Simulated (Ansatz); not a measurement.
# BN under changes of volume

One of the cells (5.959 Å³/atom); the others are scaled copies at fixed shape and fractional positions:

```
CELL_PARAMETERS angstrom
0.00000 1.81300 1.81300
1.81300 0.00000 1.81300
1.81300 1.81300 0.00000
ATOMIC_POSITIONS crystal
N 0.25000 0.25000 0.25000
B 0.00000 0.00000 0.00000
```

The cell is a database's computed one.

```yaml
Program: Ansatz 0.2.0
Functional: PBE
Potentials_or_basis: all-electron LAPW, scalar-relativistic
Cutoff: 486 eV (chosen from the basis error)
Basis_error_allowed: 0.0005 eV/atom
k_mesh: 13 × 13 × 13
Occupations: fermi-dirac, width 0.05 eV
Spin: no spin polarisation
```

```csv
volume (Å³/atom),energy over the lowest point (meV/atom),pressure (GPa),gap on the mesh (eV)
5.602,26.39,25.3,4.60
5.721,11.14,15.9,4.58
5.840,2.54,7.4,4.56
5.959,0.00,-0.4,4.53
6.078,2.98,-7.5,4.51
6.198,10.98,-13.9,4.48
6.317,?,?,?
```

Q: What does the run at 6.317 Å³/atom give?

A: Energy over the lowest point 23.55 meV/atom; pressure -19.8 GPa; gap on the mesh 4.46 eV.

Worked out: A Birch-Murnaghan fit of order 3 (a polynomial in V^(-2/3)) to the other rows has its minimum at 5.95 Å³/atom with B0 = V·E''(V) = 371 GPa and B' = 3.9. It gives 23.47 meV/atom at 6.317 Å³/atom, against the run's 23.55, and -dE/dV = -19.7 GPa, against -19.8. A straight line through the other rows of the gap, of slope -1.19 eV per unit of ln V, extrapolates to 4.46 eV, against the run's 4.46.

Energies are extrapolated to zero smearing.

Caveats: an odd mesh through Γ misses points on the zone boundary, where band edges often lie.
